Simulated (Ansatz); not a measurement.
# Ag: how the settings move a single-point run

Aim: see which settings change the result for Ag, by how much, and at what cost.

Method: reference: DFT, PBE, all-electron LAPW, scalar-relativistic, in Ansatz 0.2.0.

2 further runs of the same task are left out: 2 that didn't finish.

**1. The structure to begin with**

It takes space group R-3m (No. 166, trigonal). The conventional cell has a = 2.946 Å, b = 2.946 Å, c = 21.614 Å, α = 90.00°, β = 90.00°, γ = 120.00°. Ag (site symmetry -3m) has 12 Ag at 2.94 to 2.95 Å as nearest neighbours. Ag (site symmetry 3m) has 12 Ag at 2.94 to 2.95 Å as nearest neighbours.

Coordinates:

```cif
data_structure
_symmetry_space_group_name_H-M 'P 1'
_symmetry_Int_Tables_number 1
_cell_length_a 7.4027
_cell_length_b 7.4027
_cell_length_c 7.4027
_cell_angle_alpha 22.956
_cell_angle_beta 22.956
_cell_angle_gamma 22.956
_cell_volume 54.15
loop_
_atom_site_label
_atom_site_type_symbol
_atom_site_fract_x
_atom_site_fract_y
_atom_site_fract_z
_atom_site_occupancy
Ag1 Ag 0.00000 0.00000 0.00000 1
Ag2 Ag 0.77772 0.77772 0.77772 1
Ag3 Ag 0.22228 0.22228 0.22228 1
```

**2. Baseline**

Contents of input.yaml:

```yaml
crystal:
  lattice:
    - [1.4730471633, 0.8504641762, 7.20465]
    - [-1.4730471633, 0.8504641762, 7.20465]
    - [0.0, -1.7009283525, 7.20465]
  atoms:
    - { symbol: Ag, position: [0.0, 0.0, 0.0] }
    - { symbol: Ag, position: [0.777719, 0.777719, 0.777719] }
    - { symbol: Ag, position: [0.222281, 0.222281, 0.222281] }
kpoints:
  mp_grid: { grid: [12, 12, 12] }
scf:
  occupations: { method: fermi_dirac, width: 0.05 }
hamiltonian:
  xc: pbe
  pseudopotentials: { kind: all_electron, lapw: { basis_error: 0.001 } }
output:
  forces: true
  stress: true
  eigenvalues: true
  populations: true
```

Started as:

```bash
> ansatz run input.yaml --threads 1 --pin off --max-ram 3072MiB --backend cpu --events-out ev --progress --plain --runs-dir out
```

**3. Changed: occupations.method tetrahedron, hubbard.sites [{species: Ag, l: d, u_eff: 1.0}], hubbard.double_counting fll, dispersion d3bjatm, width left out**

Edit input.yaml of step 2 so:

```diff
@@ -12,3 +12,3 @@
 scf:
-  occupations: { method: fermi_dirac, width: 0.05 }
+  occupations: { method: tetrahedron }
 hamiltonian:
@@ -16,2 +16,4 @@
   pseudopotentials: { kind: all_electron, lapw: { basis_error: 0.001 } }
+  hubbard: { sites: [{ species: Ag, l: d, u_eff: 1.0 }], double_counting: fll }
+  dispersion: d3bjatm
 output:
```

Q: Predict the outcome of this session. Wanted: for each run, ending; energy change; pressure; gap; force.

As calculated:

| run | ending | energy change | pressure (GPa) | gap (eV) | force (eV/Å) | cycles | time |
| --- | --- | --- | --- | --- | --- | --- | --- |
| reference | converged | 0 | -0.8 | 0.00 | 0.00 | 9 | 94 s |
| 1: occupations.method tetrahedron, hubbard.sites [{species: Ag, l: d, u_eff: 1.0}], hubbard.double_counting fll, dispersion d3bjatm, width left out | converged | -444.3 meV/atom (σ→0) (U changed: no physical gain or loss) (offset of the dispersion model) | -4.5 | 0.00 | 0.00 | 9 | 2 min |

Residual by cycle in the longest SCF loop of each run; runs are numbered as in the table. The quantity is the density residual dr2, in eV.

```
cycle  reference    run 1
    1      0.107   0.0932
    2    0.00482  0.00554
    3     0.0119    0.011
    4     0.0028  0.00257
    5     3.9e-4   2.1e-4
    6     1.1e-4   6.9e-5
    7     9.7e-6   2.4e-6
    8     3.6e-7   1.7e-7
    9     2.0e-8   1.1e-8
```

Changing the smearing, Hubbard U and dispersion term moves the energy by -444.3 meV/atom (σ→0 values), and the pressure goes from -0.8 to -4.5 GPa. The U term adds an energy of its own, so the shift says nothing about which run is better. The dispersion term itself accounts for -500.1 meV/atom of it. A changed U is a change of model: its shifts are not errors of convergence.
